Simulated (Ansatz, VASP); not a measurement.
SrO in VASP and in Ansatz

File INCAR:

```
SYSTEM = SrO
ALGO = Normal
EDIFF = 1E-7
ENCUT = 520
GGA = PE
ISIF = 2
ISMEAR = -1
LASPH = .True.
LCHARG = .False.
LREAL = .False.
LWAVE = .False.
NBANDS = 24
NELM = 100
PREC = Accurate
SIGMA = 0.05
```

KPOINTS

```
k-points
0
Gamma
  9 9 5
  0 0 0
```

Contents of POSCAR:

```
SrO
1.0
    3.6229780985      0.0000000000      0.0000000000
   -1.8114890493      3.1375910707      0.0000000000
    0.0000000000      0.0000000000      6.3392428589
Sr O
2 2
Direct
    0.6666666667      0.3333333333      0.7500000000
    0.3333333333      0.6666666667      0.2500000000
    0.0000000000      0.0000000000      0.5000000000
    0.0000000000      0.0000000000      0.0000000000
```

File input.yaml:

```yaml
crystal:
  lattice:
    - [3.6229780985, 0.0, 0.0]
    - [-1.8114890493, 3.1375910707, 0.0]
    - [0.0, 0.0, 6.3392428589]
  atoms:
    - { symbol: Sr, position: [0.6666666667, 0.3333333333, 0.75] }
    - { symbol: Sr, position: [0.3333333333, 0.6666666667, 0.25] }
    - { symbol: O, position: [0.0, 0.0, 0.5] }
    - { symbol: O, position: [0.0, 0.0, 0.0] }
hamiltonian:
  xc: pbe
  pseudopotentials: { kind: paw }
kpoints:
  mp_grid: { grid: [9, 9, 5] }
scf:
  occupations: { method: fermi_dirac, width: 0.05 }
output:
  forces: true
  stress: true
  eigenvalues: true
  write_density: true
  write_potential: true
  elf: true
  volumetric_format: npy
```

Change from the starting cell: volume scaled by 1.06.

Alike in both runs: task single point; functional PBE; k mesh 9 × 9 × 5; occupations fermi-dirac, width 0.05 eV; no spin polarisation.

```csv
,VASP,Ansatz
version,VASP 6.6.1,Ansatz 0.2.0
potentials or method,"VASP PAW PBE potentials, release 64 (Sr_sv, O)",Ansatz PAW
plane-wave cutoff (eV),520,420
valence electrons in the cell,32,32
```

Ansatz gave:

| Property | Result |
| --- | --- |
| gap on the k mesh at the Fermi level (eV) | 2.76 |
| least direct gap on the mesh (eV) | 2.76 |
| pressure (GPa) | -3.1 |
| largest component of the traceless stress (GPa) | 0.62 |

**Question.** Estimate VASP's values.

**Answer.** gap on the k mesh at the Fermi level (eV): 2.75; least direct gap on the mesh (eV): 2.75; pressure (GPa): -2.6; largest component of the traceless stress (GPa): 0.63.

Caveats: an odd mesh through Γ misses points on the zone boundary, where band edges often lie (VASP); odd divisions of the mesh miss points on the zone boundary, where band edges often lie, so the gap on the mesh can be too wide (Ansatz); the pressure holds a Pulay correction of +0.3 GPa for the finite cutoff (Ansatz).
